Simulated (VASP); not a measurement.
Set up this calculation in VASP 6.6.1, as the native input.

| Item | Value |
| --- | --- |
| Task | electrostatic potential |
| Functional | r2SCAN |
| Dispersion | D3(BJ) |
| Potentials or basis | VASP PAW PBE potentials, release 64 (Cu) |
| Cutoff | 520 eV |
| k mesh | 13 × 13 × 13 |
| Occupations | gaussian, width 0.1 eV |
| Spin | no spin polarisation |
| Hubbard terms | Cu d U = 8 eV |
| Further INCAR settings | ALGO = Normal; EDIFF = 1e-07 |

The structure of Cu lies in POSCAR:

```
Cu
1.0
   -1.4617796199      1.4617796199      1.3941898615
    1.4617796199     -1.4617796199      1.3941898615
    1.4617796199      1.4617796199     -1.3941898615
Cu
1
Cartesian
    0.0000000000      0.0000000000      0.0000000000
```

This isn't the form of Cu at room conditions, which is fcc.

The cell isn't the ideal one: volume scaled by 1.04.

These files were run (other wordings do the same):

INCAR

```
SYSTEM = Cu
PREC     = Accurate       ! precision mode
ENCUT    = 520            ! plane-wave cutoff, eV
EDIFF    = 1E-7           ! SCF threshold, eV
ISMEAR   = 0              ! smearing method
SIGMA    = 0.1            ! smearing width, eV
LREAL    = .FALSE.        ! projectors in reciprocal space
LASPH    = .TRUE.         ! aspherical terms in the spheres
NELM     = 80             ! most SCF steps
ALGO     = Normal         ! electronic algorithm
ISIF     = 2              ! what is computed and relaxed
LWAVE    = .FALSE.        ! write WAVECAR
LCHARG   = .TRUE.         ! write CHGCAR
LMAXMIX  = 4              ! l up to which the mixer works
LDAU     = .TRUE.         ! DFT+U
LDAUTYPE = 2            
LDAUL    = 2              ! shell
LDAUU    = 8              ! U, eV
LDAUJ    = 0            
LDAUPRINT= 1            
METAGGA  = R2SCAN         ! meta-GGA
LMIXTAU  = .TRUE.       
IVDW     = 12             ! dispersion correction
VDW_S6   = 1.0          
VDW_S8   = 0.78981345   
VDW_A1   = 0.49484001   
VDW_A2   = 5.73083694   
LVHAR    = .TRUE.
```

KPOINTS

```
Automatic mesh
0
G
  13 13 13
  0 0 0
```

Potentials or basis: VASP PAW PBE potentials, release 64 (Cu).

Command:

```sh
$ cat potpaw_PBE.64/Cu/POTCAR > POTCAR
$ mpirun -np 1 vasp_std > vasp.out
```

It gave:

* Pressure: -10.3 GPa
* Band gap on the k mesh: none (metal or under the smearing width)
* Dispersion energy per atom: -0.272 eV

Caveat: the PAW data sets were made with another functional, which shifts forces and pressure a little; U without spin polarisation on a metal has little footing; pairwise dispersion overbinds metals, which lowers pressure and volume; the U is typed as a test and isn't derived for this compound.

Run time: 73 s on 1 thread of Intel(R) Xeon(R) 6975P-C (Granite Rapids), on a shared host, peak memory 0.13 GiB.
